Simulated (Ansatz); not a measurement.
# Ga: one candidate structure

Aim: relax Ga from this start, trigonal selenium type (P3_121, No. 152), and see where it ends.

Program: Ansatz 0.2.0. Level of theory: DFT r2SCAN, scalar-relativistic, plane waves, PAW. These are calculated values, not measurements.

### 1 Starting point

The structure is trigonal, space group P3_121 (No. 152). The conventional cell has a = 3.909 Å, b = 3.909 Å, c = 4.435 Å, α = 90.00°, β = 90.00°, γ = 120.00°. Ga (site symmetry 2) has 2 Ga at 2.12 Å as nearest neighbours.

As a file:

```
CELL_PARAMETERS angstrom
3.90884 0.00000 0.00000
-1.95442 3.38516 0.00000
0.00000 0.00000 4.43471
ATOMIC_POSITIONS crystal
Ga 0.22540 0.00000 0.33333
Ga 0.00000 0.22540 0.66667
Ga 0.77460 0.77460 0.00000
```

(A quick probe on a coarse mesh, which set the mesh and smearing, is not shown.)

### 3 A loose first relaxation

Contents of input.yaml:

```yaml
crystal:
  lattice:
    - [3.9088419701, 0.0, 0.0]
    - [-1.9544209851, 3.3851564455, 0.0]
    - [0.0, 0.0, 4.4347120631]
  atoms:
    - { symbol: Ga, position: [0.2254, 0.0, 0.3333333333] }
    - { symbol: Ga, position: [0.0, 0.2254, 0.6666666667] }
    - { symbol: Ga, position: [0.7746, 0.7746, 0.0] }
basis:
  ecutwfc: 500
kpoints:
  mp_grid: { grid: [6, 6, 4] }
hamiltonian:
  xc: r2scan
scf:
  occupations: { method: gaussian, width: 0.1 }
  lower_state_search: "off"
output:
  forces: true
  stress: true
  eigenvalues: true
relax:
  adjacent_minimum: "off"
  f_tol: 0.04
  max_steps: 70
  cell: { stress_tol: 0.4 }
```

The session goes on with these runs: the relaxation.

Before running it: what results should come out?

**Answer**, as computed:

```
           quantity                                                                       value
cell (conventional)  a = 4.050 Å, b = 4.050 Å, c = 4.012 Å, α = 90.00°, β = 90.00°, γ = 120.00°
        space group                                                              R-3m (No. 166)
             volume                                                               19.00 Å³/atom
    gap on the mesh                                                                none (metal)
```

In words: The structure ended in another space group than at the start: P3_121 to R-3m.
